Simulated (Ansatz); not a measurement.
# C6H16N+: basis-set convergence

An exercise on one series of results from a longer session: the logs are not shown, and one member is left open.

The runs use Ansatz 0.2.0, Gaussian basis; one geometry, several basis sets.

Plan: PBE0-D4/def2-SVP; ωB97M-V/def2-SVP; PBE0-D4/def2-QZVPP; ωB97M-V/def2-QZVPP; the functionals' def2-TZVPP values are taken from earlier runs.

## The geometry

All runs share one geometry, relaxed beforehand with PBE0-D4 in a triple-zeta def2 set.

SMILES `CC[NH+](CC)CC`, 23 atoms, charge 1, spin multiplicity 1.

Atoms are counted from 1 here; the program's logs count them from 0.

Bond lengths: C1–C2 1.509 Å, C1–H8 1.091 Å, C1–H9 1.091 Å, C1–H10 1.093 Å, C2–N3 1.502 Å, C2–H11 1.089 Å, C2–H12 1.092 Å, N3–C4 1.502 Å, N3–C6 1.502 Å, N3–H13 1.023 Å, C4–C5 1.509 Å, C4–H14 1.089 Å, C4–H15 1.092 Å, C5–H16 1.091 Å, C5–H17 1.093 Å, C5–H18 1.091 Å, C6–C7 1.509 Å, C6–H19 1.089 Å and more. Angles: C2–C1–H8 113.0°, C2–C1–H9 108.8°, C2–C1–H10 111.5°, H8–C1–H9 107.2°, H8–C1–H10 108.8°, H9–C1–H10 107.3°, C1–C2–N3 112.4°, C1–C2–H11 110.7°, C1–C2–H12 112.5°, N3–C2–H11 106.9°, N3–C2–H12 106.1°, H11–C2–H12 108.0°, C2–N3–C4 111.8°, C2–N3–C6 111.8°, C2–N3–H13 107.0°, C4–N3–C6 111.8°, C4–N3–H13 107.0°, C6–N3–H13 107.0° and more.

Set-up of the first run:

File in.yaml:

```yaml
crystal:
  periodic: [false, false, false]
  atoms:
    - {symbol: C, position_ang: [-2.097270, 1.226237, -0.567637]}
    - {symbol: C, position_ang: [-1.485575, 0.134221, 0.275414]}
    - {symbol: N, position_ang: [-0.007610, -0.005684, 0.046013]}
    - {symbol: C, position_ang: [0.484431, -1.379344, 0.403158]}
    - {symbol: C, position_ang: [0.157969, -2.400630, -0.658800]}
    - {symbol: C, position_ang: [0.770644, 1.066992, 0.753248]}
    - {symbol: C, position_ang: [2.117819, 1.312289, 0.118928]}
    - {symbol: H, position_ang: [-1.688459, 2.213742, -0.349077]}
    - {symbol: H, position_ang: [-3.168128, 1.268539, -0.365178]}
    - {symbol: H, position_ang: [-1.976606, 1.022931, -1.634740]}
    - {symbol: H, position_ang: [-1.935457, -0.829857, 0.041164]}
    - {symbol: H, position_ang: [-1.609906, 0.313946, 1.344829]}
    - {symbol: H, position_ang: [0.153153, 0.118911, -0.956246]}
    - {symbol: H, position_ang: [1.561790, -1.303353, 0.545248]}
    - {symbol: H, position_ang: [0.032976, -1.621147, 1.367066]}
    - {symbol: H, position_ang: [-0.914307, -2.522280, -0.818504]}
    - {symbol: H, position_ang: [0.630392, -2.151262, -1.612339]}
    - {symbol: H, position_ang: [0.549567, -3.369649, -0.347091]}
    - {symbol: H, position_ang: [0.162515, 1.970369, 0.725801]}
    - {symbol: H, position_ang: [0.851691, 0.745881, 1.793305]}
    - {symbol: H, position_ang: [2.017411, 1.647287, -0.916592]}
    - {symbol: H, position_ang: [2.625861, 2.105864, 0.668146]}
    - {symbol: H, position_ang: [2.767088, 0.435980, 0.143914]}
basis:
  gaussian: {orbitals: def2-SVP}
total_charge: 1
hamiltonian: {xc: pbe0, dispersion: d4}
output: {orbitals: {seedname: orbitals}}
```

Steps of the session up to this table: PBE0-D4 in def2-SVP; ωB97M-V in def2-SVP; PBE0-D4 in def2-QZVPP; ωB97M-V in def2-QZVPP.

One table of the session follows, with a row left open; its other results are not shown here.

It belongs to the step «Density functionals: the series». 

| functional | basis | HOMO (eV) | LUMO (eV) |
| --- | --- | --- | --- |
| PBE0-D4 | def2-SVP | ? | ? |
| PBE0-D4 | def2-TZVPP | -14.31 | -3.45 |
| PBE0-D4 | def2-QZVPP | -14.31 | -3.65 |
| ωB97M-V | def2-SVP | -16.67 | -1.46 |
| ωB97M-V | def2-TZVPP | -16.64 | -1.93 |
| ωB97M-V | def2-QZVPP | -16.64 | -2.35 |

**Question.** Estimate the row for PBE0-D4, def2-SVP.

The run gave: HOMO (eV): -14.35; LUMO (eV): -3.14. In the column «HOMO (eV)» it lies between ωB97M-V, def2-QZVPP (-16.64) and PBE0-D4, def2-TZVPP (-14.31).
